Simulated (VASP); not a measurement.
Here is a VASP 6.6.1 calculation.

INCAR

```
SYSTEM = Zn3N2
PREC = Accurate
ENCUT = 600
EDIFF = 1E-6
ISMEAR = 0
SIGMA = 0.03
LREAL = Auto
LASPH = .TRUE.
NELM = 80
ALGO = Normal
ISIF = 3
LWAVE = .FALSE.
LCHARG = .FALSE.
GGA = PS
IBRION = 2
NSW = 90
EDIFFG = -0.01
KPAR = 8
```

KPOINTS

```
regular mesh
0
G
  4 4 4
  0 0 0
```

The input POSCAR:

```
Zn3N2
1.0
   -4.8657039417      4.8657039417      4.8657039417
    4.8657039417     -4.8657039417      4.8657039417
    4.8657039417      4.8657039417     -4.8657039417
Zn N
24 16
Direct
    0.2763928900      0.0240941700      0.0481893800
    0.7477012800      0.2236071100      0.2717964900
    0.0240952100      0.4759058300      0.7522987200
    0.4759047900      0.2282035100      0.4518106200
    0.4518106200      0.4759047900      0.2282035100
    0.0240941700      0.0481893800      0.2763928900
    0.2717964900      0.7477012800      0.2236071100
    0.4759058300      0.7522987200      0.0240952100
    0.7522987200      0.0240952100      0.4759058300
    0.2236071100      0.2717964900      0.7477012800
    0.0481893800      0.2763928900      0.0240941700
    0.2282035100      0.4518106200      0.4759047900
    0.5240941700      0.2477012800      0.9759047900
    0.7282035100      0.2522987200      0.7763928900
    0.9759058300      0.9518106200      0.7236071100
    0.5481893800      0.5240952100      0.7717964900
    0.5240952100      0.7717964900      0.5481893800
    0.9759047900      0.5240941700      0.2477012800
    0.2522987200      0.7763928900      0.7282035100
    0.7236071100      0.9759058300      0.9518106200
    0.2477012800      0.9759047900      0.5240941700
    0.7763928900      0.7282035100      0.2522987200
    0.9518106200      0.7236071100      0.9759058300
    0.7717964900      0.5481893800      0.5240952100
    0.7291215300      0.4791215300      0.2500000000
    0.7500000000      0.7708784700      0.0208784700
    0.0208784700      0.7500000000      0.7708784700
    0.2500000000      0.7291215300      0.4791215300
    0.4791215300      0.2500000000      0.7291215300
    0.7708784700      0.0208784700      0.7500000000
    0.2708784700      0.5208784700      0.7500000000
    0.2500000000      0.2291215300      0.9791215300
    0.9791215300      0.2500000000      0.2291215300
    0.7500000000      0.2708784700      0.5208784700
    0.5208784700      0.7500000000      0.2708784700
    0.2291215300      0.9791215300      0.2500000000
    0.5000000000      0.0000000000      0.0000000000
    0.0000000000      0.0000000000      0.5000000000
    0.0000000000      0.5000000000      0.0000000000
    0.5000000000      0.5000000000      0.5000000000
```

Potentials or basis: VASP PAW PBE potentials, release 64 (Zn, N).

The run is started by

```console
$ cat potpaw_PBE.64/Zn/POTCAR potpaw_PBE.64/N/POTCAR > POTCAR
$ mpirun -np 8 vasp_std > vasp.out
```

(1) Estimate the relaxed cell.

(2) Predict the relaxed volume.

(3) What does it give for the band gap on the k mesh?

(4) Estimate the space group after relaxing (to 0.05 Å).

## Answers

(1) a = 8.401 Å, b = 8.401 Å, c = 8.401 Å, α = 109.47°, β = 109.47°, γ = 109.47°.

(2) 11.41 Å³/atom.

(3) none (metal or under the smearing width).

(4) Ia-3 (No. 206).

Caveat: the PAW data sets were made with another functional, which shifts forces and pressure a little.
